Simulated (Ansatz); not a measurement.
two structures of Sc, a comparison of enthalpies under pressure

Program: Ansatz 0.2.0, Python API.

The cells in order, each with its output:

```python
import warnings

import ansatz as az
import numpy as np
from tabulate import tabulate
```

```python
def diamond(first, a):
    return (
        az.Lattice.fcc(a)
        .space_group(227, origin_choice=1)
        .atom(first, [0, 0, 0])
        .primitive()
    )
```

```python
def sc(A, a):
    return (
        az.Lattice.cubic(a)
        .space_group(221)
        .atom(A, [0, 0, 0])
    )
```

```python
def run_phase(name, crystal, pressure=0.0):
    calc = (
        crystal.calculation()
        .functional(az.Functional.PBE)
        .basis(520)
        .kpoints(spacing=0.15)
        .occupations("gaussian", width=0.05)
    )
    calc = calc.relax(force_tolerance=0.01, max_steps=60, cell=True, pressure=pressure)
    return calc.run(threads=1, backend="cpu")
```

```python
def volume_per_atom(outcome):
    return abs(np.linalg.det(outcome.lattice.cell_ang)) / len(outcome.lattice.sites)
```

```python
warnings.simplefilter("ignore", az.DeckWarning)
```

```python
phases = {}
phases["diamond"] = diamond("Sc", 6.38)
phases["sc"] = sc("Sc", 3.02)
```

```python
pressures = [0, 20, 40, 60]
enthalpy, volume = {name: [] for name in phases}, {name: [] for name in phases}
for p in pressures:
    for name, crystal in phases.items():
        o = run_phase(name, crystal, pressure=p)
        volume[name].append(volume_per_atom(o))
        enthalpy[name].append(o.report["energy_sigma0_ev"] / len(o.lattice.sites) + p * volume[name][-1] / 160.21766)
gap = np.array(enthalpy["sc"]) - np.array(enthalpy["diamond"])
rows = [(p, va, vb, 1000 * d) for p, va, vb, d in zip(pressures, volume["diamond"], volume["sc"], gap)]
print(tabulate(rows, headers=["P (GPa)", "V diamond (A^3/atom)", "V sc (A^3/atom)", "H(sc) - H(diamond) (meV/atom)"], floatfmt=".4f", tablefmt="psql"))
crossings = [p0 - g0 * (p1 - p0) / (g1 - g0) for p0, p1, g0, g1 in zip(pressures, pressures[1:], gap, gap[1:]) if g0 * g1 < 0]
print("crossing near", [round(float(p), 1) for p in crossings], "GPa") if crossings else print("no crossing in this range")
```

    +-----------+------------------------+-------------------+---------------------------------+
    |   P (GPa) |   V diamond (A^3/atom) |   V sc (A^3/atom) |   H(sc) - H(diamond) (meV/atom) |
    |-----------+------------------------+-------------------+---------------------------------|
    |         0 |                34.4069 |           25.9556 |                      -1225.5875 |
    |        20 |                16.9190 |           18.5260 |                      -1244.2429 |
    |        40 |                14.5860 |           15.4489 |                      -1090.3980 |
    |        60 |                13.3829 |           13.7747 |                      -1015.7547 |
    +-----------+------------------------+-------------------+---------------------------------+
    no crossing in this range

Caveats:
- Absolute energies stand on the zero of these potentials, so only differences at equal settings mean something.
- Spin is left out of this run.
- At a fixed pressure a relaxation lowers the enthalpy F + PV, while F alone can rise.
- The meshes are coarse for the metals among these phases, whose energies can be off by up to 40 meV an atom.
- Only these two structures are compared, at zero temperature and with their symmetry kept; either may be hypothetical, and another phase may be lower than both. Differences under about 40 meV an atom lie within the error of mesh and functional.
- The cells are prototypes set up for this calculation and needn't exist.
- Run time: 3.2 min on 1 thread of Arm Neoverse V2, with other jobs on the host, peak memory 0.53 GiB.
